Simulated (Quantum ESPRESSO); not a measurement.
Write the native input for Quantum ESPRESSO 7.5 that does the following.

```
Task                : single point
Functional          : PBE
Potentials or basis : SSSP 1.3 efficiency PBE
Cutoff              : 748 eV
Density cutoff      : 5987 eV
k mesh              : 9 × 8 × 6
Occupations         : fermi-dirac, width 0.05 eV
Spin                : collinear spin, ferromagnetic start
Starting moments    : [1.0, 1.0, 0.0, 0.0] μB
Mixing beta         : 0.3
Most SCF iterations : 120
SCF threshold       : 8e-10 Ry
```

Crystal: SiNi.

```
Ni Si
1.0
     2.94277    0.00000    0.00000
     0.00000    3.28033    0.00000
     0.00000    0.00000    4.67745
Ni Si
2 2
Cartesian
  1.4487 1.6371 1.5839
  -0.0089 -0.0292 3.0595
  1.4748 1.6705 3.9518
  -0.0228 0.0048 0.7216
```

The cell comes from a database or a generator and needn't be the stable form of this composition.

The cell isn't the ideal one: atoms moved at random, drawn with an rms of 0.05 Å.

These files were run (other wordings do the same):

pw.in

```
&CONTROL
  calculation = 'scf'
  prefix = 'pwscf'
  outdir = './tmp'
  pseudo_dir = './pseudo'
  tprnfor = .true.
  tstress = .true.
  disk_io = 'nowf'
/
&SYSTEM
  ibrav = 0
  nat = 4
  ntyp = 2
  ecutwfc = 55
  ecutrho = 440
  nbnd = 34
  occupations = 'smearing'
  smearing = 'fd'
  degauss = 0.00367493
  nspin = 2
  starting_magnetization(1) = 0.0556
  starting_magnetization(2) = 0
/
&ELECTRONS
  conv_thr = 8d-10
  electron_maxstep = 120
  mixing_beta = 0.3
/
ATOMIC_SPECIES
Ni    58.6934 ni_pbe_v1.4.uspp.F.UPF
Si    28.0850 Si.pbe-n-rrkjus_psl.1.0.0.UPF
CELL_PARAMETERS angstrom
   2.9427706600    0.0000000000    0.0000000000
   0.0000000000    3.2803255400    0.0000000000
   0.0000000000    0.0000000000    4.6774467600
ATOMIC_POSITIONS crystal
Ni     0.4923060000    0.4990710000    0.3386270000
Ni    -0.0030320000   -0.0088980000    0.6541060000
Si     0.5011560000    0.5092570000    0.8448520000
Si    -0.0077360000    0.0014570000    0.1542780000
K_POINTS automatic
9 8 6 0 0 0
```

Potentials or basis: SSSP 1.3 efficiency PBE.

Launch:

```console
$ OMP_NUM_THREADS=1 mpirun -n 2 pw.x -nk 2 -in pw.in > pw.out
```

Results of the run:

```json
{"Pressure": "7.0 GPa", "Largest force": "0.483 eV/Å", "Band gap on the k mesh": "none (metal or under the smearing width)", "Net moment": "0.00 μB per cell", "Absolute moment": "0.00 μB per cell", "Valence electrons inside the program's atomic spheres": "Ni 16.42; Si 1.76"}
```

Run time: 7.4 min on 2 MPI ranks on Arm Neoverse V1, on a shared host, peak memory 0.76 GiB a rank.
